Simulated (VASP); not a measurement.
Set up this calculation in VASP 6.6.1, as the native input.

| Quantity | Value |
| --- | --- |
| Task | work function |
| Functional | HSE06 |
| Potentials or basis | VASP PAW PBE potentials, release 64 (S, Mo_sv) |
| Cutoff | 520 eV |
| k mesh | 6 × 6 × 1 |
| Occupations | gaussian, width 0.03 eV |
| Spin | no spin polarisation |
| Grid for exact exchange (PRECFOCK) | Fast |
| Dipole correction | yes |
| Screening parameter | 0.2 1/A |
| Further INCAR settings | ALGO = Normal; EDIFF = 1e-07 |

The system is MoS2, a sheet with vacuum.

```
S Mo
1.0
     3.11670    0.00000    0.00000
    -1.55835    2.69915    0.00000
     0.00000    0.00000   19.12000
S Mo
2 1
Direct
  0.66667 0.33333 0.41820
  0.66667 0.33333 0.58180
  0.33333 0.66667 0.50000
```

The cell was built by a generator and needn't be a form met in nature.

One way to write it, as run:

POSCAR

```
MoS2                                    
1.0
    3.1167047338      0.0000000000      0.0000000000
   -1.5583523669      2.6991454756      0.0000000000
    0.0000000000      0.0000000000     19.1200000000
  S               Mo            
     2     1
Direct
     0.6666669999999968    0.3333330000000032    0.4181986719451019
     0.6666669999999968    0.3333330000000032    0.5818013280548981
     0.3333330000000032    0.6666669999999968    0.5000000000000000
```

INCAR.step1

```
PREC = Accurate ; ENCUT = 520
EDIFF = 1E-5 ; ISMEAR = 0
SIGMA = 0.03 ; LREAL = F
LASPH = T ; NELM = 100
ALGO = Normal ; ISIF = 2
LWAVE = T ; LDIPOL = T
IDIPOL = 3 ; DIPOL = 0.5 0.5 0.500
GGA = PE ; KPAR = 4
```

INCAR.step2

```
PREC = Accurate ; ENCUT = 520
EDIFF = 1E-7 ; ISMEAR = 0
SIGMA = 0.03 ; LREAL = F
LASPH = T ; NELM = 100
ALGO = Normal ; ISIF = 2
LWAVE = F ; LCHARG = T
LDIPOL = T ; IDIPOL = 3
DIPOL = 0.5 0.5 0.500 ; GGA = PE
LHFCALC = T ; HFSCREEN = 0.2
PRECFOCK = Fast ; LVHAR = T
LVACPOTAV = T ; ISTART = 1
KPAR = 4
```

KPOINTS

```
Automatic mesh
0
Gamma
  6 6 1
```

Potentials or basis: VASP PAW PBE potentials, release 64 (S, Mo_sv).

Launch:

```bash
$ cat potpaw_PBE.64/S/POTCAR potpaw_PBE.64/Mo_sv/POTCAR > POTCAR
$ cp INCAR.step1 INCAR
$ mpirun -np 4 vasp_std > vasp.out
$ cp INCAR.step2 INCAR
$ mpirun -np 4 vasp_std > vasp.out
```

Results of the run:

- Largest force: 0.146 eV/Å
- Band gap on the k mesh: 2.42 eV, direct
- Ionisation potential of the upper face: 6.29 eV

Caveat: the PAW data sets were made with another functional, which shifts forces and pressure a little.

Wall time 3.7 min on 4 MPI ranks on Intel(R) Xeon(R) Platinum 8488C (Sapphire Rapids), on a shared host, peak memory 0.37 GiB a rank.
